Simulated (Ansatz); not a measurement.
# Cu (P6_3/mmc) in Ansatz: a series of runs

Runs on Cu. Level: PBE. Tasks: single point, relaxation of cell and atoms.

Everything below comes from runs of Ansatz 0.2.0. Logs are shortened: lines on timing, memory, paths and dates and some standing lists are left out, and cuts for length are marked.

### 1 Starting point

It takes space group P6_3/mmc (No. 194, hexagonal). Conventional cell: a = 2.534 Å, b = 2.534 Å, c = 4.113 Å, α = 90.00°, β = 90.00°, γ = 120.00°. Cu (site symmetry -6m2) is surrounded by 12 Cu at 2.52 to 2.53 Å.

This isn't the form of Cu at room conditions, which is fcc.

### 2 Single point, PBE

input.yaml

```yaml
crystal:
  lattice:
    - [2.5340966698, 0.0, 0.0]
    - [-1.2670483349, 2.1945920917, 0.0]
    - [0.0, 0.0, 4.112571]
  atoms:
    - { symbol: Cu, position: [0.6666666667, 0.3333333333, 0.75] }
    - { symbol: Cu, position: [0.3333333333, 0.6666666667, 0.25] }
hamiltonian:
  xc: pbe
  pseudopotentials: { kind: paw }
kpoints:
  mp_grid: { grid: [12, 12, 7] }
scf:
  occupations: { method: gaussian, width: 0.011 }
output:
  forces: true
  stress: true
  eigenvalues: true
```

Potentials or basis: Ansatz PAW.

Command:

```sh
ansatz run input.yaml --threads 2 --pin off --max-ram 5632MiB --backend cpu --events-out ev --progress --plain --runs-dir out
```

Output:

```text
Warning: RAYON_NUM_THREADS=2 ignored (pool sized by the plan → 2); use --threads N
Engine: ansatz 0.2.0, aarch64-unknown-linux-gnu
Pseudopotentials: kind: paw
Pseudopotential: Cu, paw, valence charge 19, recommended cutoff 420 eV (normal), Cu.paw.azcp
Functional definition: PBE
  parameter kappa = 0.804
  parameter beta = 0.06672455060314922
  exchange = pbe_x(kappa = kappa, mu = beta*pi^2/3)
  correlation = pbe_c(beta = beta)
Crystal: 2 atoms, lattice volume = 22.871 Å³
Basis set: ecut = 420 eV, 451 PW (Γ), exchange–correlation on 36×36×60 points (8 copies of the dense FFT grid, shifted against one another)
Bands: 23, of which v1, the nominal top of the filled ones, is band 19 counted from 1 (18 counted from 0)
Symmetry: 24 space group operations
Space group: P63/mmc (ITA 194), of the structure as read, at distance tolerance 2.8e-5 Å
k-points: 76 of 1008
Non-local potential: Cu, projectors of the file, l = 0: 3, l = 1: 2, l = 2: 3, l = 3: 1
PAW form: soft (Blöchl's): semilocal exchange-correlation on the pseudo side does not see the compensation charge
PAW one-centre angular grid: Cu, 590 points (default); XC on 64 Gauss nodes
Initial density: superposition of atomic densities (neutral atoms: chi_scale 0, normalization atom), corrected by the library's trained network
Initial wavefunctions: pseudopotential atomic-orbital guess
Functional: x = pbe(κ = 0.804, μ = 0.2195149727645171), c = pbe(β = 0.06672455060314922)
SCF iter   1: F=—  HF=-13250.291918 eV  |F-HF|=—  |Δ(HF+E_count)|=         —  Δρ=1.76e-3  dr2=2.71e-4  ethr=1.77e-3  ⟨swp⟩=4.7  Hψ=6704  notcnv=0
preconditioner: auto → none  [insulator: Δε(μ)=0.038 eV  Ē_g=11.117 eV  σ=0.011 eV  W_gap=0.52  n_scr=8 (ndim 8)  ℏωp=36.4 eV  f_vac=0.000  D(μ)=2.25/eV (n_scr^D=34)  ε∞_Penn≈11.7]
SCF iter   2: F=—  HF=-13250.292303 eV  |F-HF|=—  |Δ(HF+E_count)|=   3.85e-4  Δρ=8.13e-4  dr2=4.56e-5  ethr=7.13e-7  ⟨swp⟩=2.6  Hψ=4179  notcnv=0  defer=3
SCF iter   3: F=—  HF=-13250.292351 eV  |F-HF|=—  |Δ(HF+E_count)|=   4.79e-5  Δρ=1.03e-4  dr2=6.61e-7  ethr=1.20e-7  ⟨swp⟩=2.2  Hψ=2393  notcnv=0  defer=3
iter 4 did not close the SCF: its close was put off for the readings that it lacked (scf_convergence_deferred on its scf_iter line)
SCF iter   4: F=-13250.292352 eV  HF=-13250.292352 eV  |F-HF|=2.24e-8  |Δ(HF+E_count)|=   1.15e-6  Δρ=1.77e-5  dr2=2.52e-8  ethr=1.74e-9  ⟨swp⟩=2.1  Hψ=2441  notcnv=0  defer=3
iter 5 did not close the SCF: its close was put off for the readings that it lacked (scf_convergence_deferred on its scf_iter line)
SCF iter   5: F=-13250.292352 eV  HF=-13250.292352 eV  |F-HF|=3.27e-11  |Δ(HF+E_count)|=   2.45e-8  Δρ=1.56e-6  dr2=2.22e-10  ethr=6.63e-11  ⟨swp⟩=2.2  Hψ=2488  notcnv=0  defer=3
SCF iter   6: F=-13250.292352 eV  HF=-13250.292352 eV  |F-HF|=2.18e-11  |Δ(HF+E_count)|=  2.91e-11  Δρ=2.18e-7  dr2=6.50e-12  ethr=1.00e-12  ⟨swp⟩=1.8  Hψ=5120  notcnv=0
SCF 1 converged in 6 iterations: F = -13250.292352 eV  dr2 = 6.50e-12
SCF converged after 6 iterations
Free energy (F): -13250.292352 eV
Harris-Foulkes:  -13250.292352 eV  (|F-HF|=2.18e-11)
Internal energy: -13250.292199 eV  (E = F + TS)
E sigma→0 (E₀):  -13250.292276 eV
Entropy (-TS):   -0.000152 eV (-0.076 meV/atom)
Fermi energy:    17.428518 eV
--- Per-component energies (eV) ---
  E_band       = -694.905394
  E_kinetic    = 600.814208
  E_local      = -7982.542552  (includes V_loc(G=0)·N_el)
  E_nonlocal   = 778.977757
  E_hartree    = 3520.976556
  E_xc         = -179.763829
  E_vxc        = -232.031661  (∫ρ·V_xc dr)
  E_paw        = -3324.917613  (= ΣΔE_a)
  E_vpaw       = -902.077119  (= ΣTr[D̂ρ^β])
  E_aug_tail   = 0.000564  (compensation charges beyond the density's cutoff)
  E_ewald      = -6663.837290
  E_smearing   = -0.000152  (= −TS)
  E_closure    = 0.000000  (closes the sum)
  Σ components = -13250.292352   (vs F -13250.292352, Δ=0.00e0)
--- Forces (eV/Å), atoms counted from 1 ---
  atom   1  Cu     0.00000000    -0.00000000     0.00000000
  atom   2  Cu     0.00000000     0.00000000    -0.00000000
  max |Σ_I F_I| component: 1.39e-17 eV/Å
--- Stress (GPa, compression-positive) ---
        7.233445      -0.000000       0.000000
       -0.000000       7.233445      -0.000000
        0.000000      -0.000000       7.498348
  P = ⅓ Tr σ = 7.3217 GPa (73.217 kbar)
--- Band table (eV; the first three rows and the last of 76) ---
  k-point 0: bands = ["-95.1715", "-95.1551", "-52.6027", "-52.4930", "-52.4930", "-52.4784", "-52.4740", "-52.4740", "7.8132", "12.2123", "14.3926", "14.4369", "14.4369", "14.6637", "14.6637", "14.9393", "14.9393", "15.7503", "15.7503", "16.3842", "21.4819", "38.9991", "39.4322"]
  k-point 1: bands = ["-95.1707", "-95.1559", "-52.5966", "-52.4920", "-52.4920", "-52.4845", "-52.4750", "-52.4750", "8.0053", "12.0935", "14.3535", "14.3995", "14.3995", "14.6241", "14.6241", "15.0292", "15.0292", "15.6154", "15.7400", "15.7400", "22.7378", "39.0053", "39.6234"]
  k-point 2: bands = ["-95.1684", "-95.1582", "-52.5795", "-52.5019", "-52.4894", "-52.4894", "-52.4776", "-52.4776", "8.5701", "11.5786", "14.2527", "14.3542", "14.3542", "14.5289", "14.5289", "14.5747", "15.2212", "15.2212", "15.6944", "15.6944", "25.3868", "35.8588", "39.1664"]
  k-point 75: bands = ["-95.1517", "-95.1517", "-52.5734", "-52.5734", "-52.5510", "-52.5430", "-52.5022", "-52.5022", "13.4168", "13.4168", "13.4758", "13.5715", "14.0981", "14.0981", "14.9046", "15.0545", "15.7724", "15.7724", "21.4987", "21.4987", "22.4802", "23.7647", "24.6839"]
```

Wall time 1.2 s (2 threads of Arm Neoverse V1, shared host); peak memory 0.3 GiB.

Results:

```
Free energy            : -13250.2924 eV
Pressure               : 7.3 GPa
Band gap on the k mesh : none (metal or under the smearing width)
```

Stress tensor (GPa, compression positive):
```
7.23 0.00 0.00
0.00 7.23 0.00
0.00 0.00 7.50
```

Levels at points of the mesh, in eV from the Fermi level:
```csv
k point,band 15,band 16,band 17,band 18,band 19,band 20,band 21,band 22,band 23
"(0.00, 0.00, 0.00)",-2.76,-2.49,-2.49,-1.68,-1.68,-1.04,4.05,21.57,22.00
"(0.00, -0.50, 0.00)",-2.73,-1.59,-1.52,-1.48,0.04,1.65,7.95,8.37,10.94
```

### 3 Relaxation of cell and atoms, PBE

input.yaml: that of step 2 with these lines changed.

```diff
@@ -14,3 +14,3 @@
 scf:
-  occupations: { method: gaussian, width: 0.011 }
+  occupations: { method: fermi_dirac, width: 0.05 }
 output:
@@ -19 +19,9 @@
   eigenvalues: true
+  write_density: true
+  write_potential: true
+  elf: true
+  volumetric_format: npy
+relax:
+  f_tol: 0.01
+  max_steps: 40
+  cell: { stress_tol: 0.05 }
```

Potentials or basis: Ansatz PAW.

Command:

```sh
ansatz run input.yaml --threads 2 --pin off --max-ram 5632MiB --backend cpu --events-out ev --progress --plain --runs-dir out
```

Wall time 7.2 s (2 threads of Arm Neoverse V1, shared host); peak memory 0.32 GiB.

Results (log left out):

| Property | Result |
| --- | --- |
| Free energy | -13250.3206 eV |
| Relaxed volume | 11.99 Å³/atom |
| Relaxed cell | a = 2.573 Å, b = 2.573 Å, c = 4.180 Å, α = 90.00°, β = 90.00°, γ = 120.00° |
| Space group after relaxing (to 0.05 Å) | P6_3/mmc (No. 194) |
| Energy gained by relaxing | 12.0 meV/atom |
| Ionic steps | 5 |
| Pressure after relaxing | 0.0 GPa |
| Band gap on the k mesh | none (metal or under the smearing width) |

Step by step:
```csv
step,energy change (eV),largest force (eV/Å),volume (Å³)
1,0.0000,0.0000,22.87
2,-0.0172,0.0000,23.39
3,-0.0232,0.0000,23.92
4,-0.0232,0.0000,23.97
5,-0.0240,0.0000,23.97
```

Final structure:
```xyz
2
Lattice="2.5734 0.0000 0.0000 -1.2867 2.2286 0.0000 0.0000 0.0000 4.1804" Properties=species:S:1:pos:R:3 pbc="T T T"
Cu    1.2867    0.7429    3.1353
Cu    0.0000    1.4857    1.0451
```

Levels at points of the mesh, in eV from the Fermi level:
```
            k point  band 15  band 16  band 17  band 18  band 19  band 20  band 21  band 22  band 23
 (0.00, 0.00, 0.00)    -2.65    -2.39    -2.39    -1.63    -1.63    -0.92     3.79    21.20    21.31
(0.00, -0.50, 0.00)    -2.61    -1.55    -1.49    -1.45     0.04     1.55     7.72     8.07    10.64
```

Caveat: the plane-wave basis is chosen anew once the cell has moved, so the energies of steps on either side of that aren't comparable.
